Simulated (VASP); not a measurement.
A run of VASP 6.6.1 is set up as follows.

File INCAR:

```
  ALGO = Normal
  EDIFF = 1E-7
  ENCUT = 520
  GGA = PS
  ISIF = 2
  ISMEAR = -1
  LASPH = True
  LCHARG = True
  LELF = True
  LREAL = False
  LVHAR = True
  LWAVE = False
  NBANDS = 19
  NELM = 80
  PREC = Accurate
  SIGMA = 0.05
```

Contents of KPOINTS:

```
k-points
0
Gamma
  9 9 5
```

The input POSCAR:

```
Zr
1.0
    3.2320000000      0.0000000000      0.0000000000
   -1.6160000000      2.7989941050      0.0000000000
    0.0000000000      0.0000000000      5.1470000000
Zr
2
Direct
    0.6621390000      0.3386440000      0.7491820000
    0.3471260000      0.6825800000      0.2445790000
```

Potentials or basis: VASP PAW PBE potentials, release 64 (Zr_sv).

Run with:

```bash
$ cat potpaw_PBE.64/Zr_sv/POTCAR > POTCAR
$ mpirun -np 1 vasp_std > vasp.out
```

**Question.** Predict the largest force.

**Answer.** 0.097 eV/Å.

**Question.** What does it give for the band gap on the k mesh?

**Answer.** None (metal or under the smearing width).

**Question.** Estimate the pressure.

**Answer.** -3.2 GPa.

Stress tensor (GPa, compression positive):
```
-3.71 -0.27 -0.01
-0.27 -3.32  0.00
-0.01  0.00 -2.64
```

Caveat: the PAW data sets were made with another functional, which shifts forces and pressure a little.
